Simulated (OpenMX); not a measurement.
**AlN under changes of volume**

One of the cells (10.451 Å³/atom); the others are scaled copies at fixed shape and fractional positions:

```xyz
4
Lattice="3.1130 0.0000 0.0000 -1.5565 2.6959 0.0000 0.0000 0.0000 4.9810" Properties=species:S:1:pos:R:3 pbc="T T T"
Al    1.5565    0.8986    2.4905
Al    0.0000    1.7973    0.0000
N     1.5565    0.8986    4.3833
N     0.0000    1.7973    1.8928
```

| Item | Value |
| --- | --- |
| Program | OpenMX 3.8.5 |
| Functional | PBE |
| Potentials or basis | OpenMX 2013 PBE set, Al7.0-s2p1d1, N6.0-s2p2, fixed grid of 32 × 32 × 60 points |
| k mesh | 11 × 11 × 7 |
| Occupations | fermi-dirac, width 0.05 eV |
| Spin | no spin polarisation |

```csv
volume (Å³/atom),energy over the lowest point (meV/atom),gap on the mesh (eV),largest force (eV/Å)
9.824,?,?,?
10.033,25.32,5.29,0.130
10.242,11.20,5.10,0.113
10.451,2.95,4.88,0.097
10.660,0.00,4.68,0.082
10.869,1.85,4.48,0.069
11.078,8.04,4.29,0.056
```

Problem. What does the run at 9.824 Å³/atom give?

Solution. Energy over the lowest point 45.95 meV/atom; gap on the mesh 5.30 eV; largest force 0.147 eV/Å.

Worked out: A Birch-Murnaghan fit of order 3 (a polynomial in V^(-2/3)) to the other rows has its minimum at 10.68 Å³/atom with B0 = V·E''(V) = 186 GPa and B' = 4.1 at fixed shape and positions, which overstates the stiffness. It gives 45.93 meV/atom at 9.824 Å³/atom, against the run's 45.95. A straight line through the other rows of the gap, of slope -10.2 eV per unit of ln V, extrapolates to 5.51 eV, against the run's 5.30.

Energies are extrapolated to zero smearing.

Caveats: an odd mesh through Γ misses points on the zone boundary, where band edges often lie; the basis of atomic orbitals isn't converged, which shifts pressures, moduli and gaps.
